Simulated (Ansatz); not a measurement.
# BeTe: the cost of one run

Computed with Ansatz 0.2.0 (DFT PBEsol, scalar-relativistic, plane waves, PAW, unless a step's input says otherwise).

The COD entry's cell or inner coordinates are ideal or old and differ from later refinements, so a difference from it is no clean test against experiment.

2 further runs of the same task are left out: 2 set aside as unsound or not needed.

## Step 1: Starting point

Symmetry: F-43m, No. 216, cubic system. The conventional cell has a = 5.606 Å, b = 5.606 Å, c = 5.606 Å, α = 90.00°, β = 90.00°, γ = 90.00°. Be (site symmetry -43m) is surrounded by 4 Te at 2.43 Å. Te (site symmetry -43m) is surrounded by 4 Be at 2.43 Å.

As a file:

```cif
data_structure
_symmetry_space_group_name_H-M 'P 1'
_symmetry_Int_Tables_number 1
_cell_length_a 3.9638
_cell_length_b 3.9638
_cell_length_c 3.9638
_cell_angle_alpha 60.000
_cell_angle_beta 60.000
_cell_angle_gamma 60.000
_cell_volume 44.04
loop_
_atom_site_label
_atom_site_type_symbol
_atom_site_fract_x
_atom_site_fract_y
_atom_site_fract_z
_atom_site_occupancy
Be1 Be 0.00000 0.00000 0.00000 1
Te1 Te 0.25000 0.25000 0.25000 1
```

It is the result of an earlier relaxation at this level (volume 22.02 Å³/atom; gap on the mesh: 1.84 eV).

## Step 2: The bulk in the plane's own cell

To let mesh errors cancel, the bulk is computed in a cell built on the (111) plane.

input.yaml

```yaml
crystal:
  lattice:
    - [3.9638472535, 0.0, 0.0]
    - [-1.9819236268, 3.4327924183, 0.0]
    - [0.0, 0.0, 9.7094031895]
  atoms:
    - { symbol: Be, position: [0.0, 0.0, 0.0] }
    - { symbol: Te, position: [0.6666666667, 0.3333333333, 0.4166666667] }
    - { symbol: Te, position: [0.3333333333, 0.6666666667, 0.0833333333] }
    - { symbol: Be, position: [0.3333333333, 0.6666666667, 0.3333333333] }
    - { symbol: Be, position: [0.6666666667, 0.3333333333, 0.6666666667] }
    - { symbol: Te, position: [1.0, 0.0, 0.75] }
basis:
  ecutwfc: 420
kpoints:
  mp_grid: { grid: [12, 12, 4] }
hamiltonian:
  xc: pbesol
scf:
  occupations: { method: gaussian, width: 0.05 }
output:
  forces: true
  stress: true
  eigenvalues: true
```

The run is started by

```console
> ansatz run input.yaml --threads 2 --pin off --max-ram 5120MiB --backend cpu --events-out ev --progress --plain --runs-dir out
```

What time and memory should one allow on 2 threads of Arm Neoverse V2, shared host?

About 13 s, with a peak of 0.49 GiB.
